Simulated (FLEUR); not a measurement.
**GaN under changes of volume**

One of the cells (11.310 Å³/atom); the others are scaled copies at fixed shape and fractional positions:

```xyz
4
Lattice="3.1800 0.0000 0.0000 -1.5900 2.7540 0.0000 0.0000 0.0000 5.1660" Properties=species:S:1:pos:R:3 pbc="T T T"
Ga    1.5900    0.9180    2.5830
Ga    0.0000    1.8360    0.0000
N     1.5900    0.9180    4.5203
N     0.0000    1.8360    1.9373
```

* Program: FLEUR MaX-R8.1 (later development tree)
* Functional: PBEsol
* Potentials or basis: all-electron
* Basis: FLAPW
* Kmax: 5.27 1/bohr
* k mesh: 10 × 10 × 5
* Occupations: fermi-dirac, width 0.05 eV
* Spin: no spin polarisation

| volume (Å³/atom) | energy over the lowest point (meV/atom) | gap on the mesh (eV) |
| --- | --- | --- |
| 10.632 | ? | ? |
| 10.858 | 14.57 | 2.19 |
| 11.084 | 4.27 | 2.06 |
| 11.310 | 0.00 | 1.92 |
| 11.537 | 1.23 | 1.79 |
| 11.763 | 7.35 | 1.66 |
| 11.989 | 17.90 | 1.54 |

What does the run at 10.632 Å³/atom give?

Energy over the lowest point 31.58 meV/atom; gap on the mesh 2.33 eV.

Worked out: A Birch-Murnaghan fit of order 3 (a polynomial in V^(-2/3)) to the other rows has its minimum at 11.37 Å³/atom with B0 = V·E''(V) = 189 GPa and B' = 4.3 at fixed shape and positions, which overstates the stiffness. It gives 31.61 meV/atom at 10.632 Å³/atom, against the run's 31.58. A straight line through the other rows of the gap, of slope -6.6 eV per unit of ln V (its deformation potential), extrapolates to 2.33 eV, against the run's 2.33.

Energies are extrapolated to zero smearing.

Spin-orbit coupling on Ga is left out.
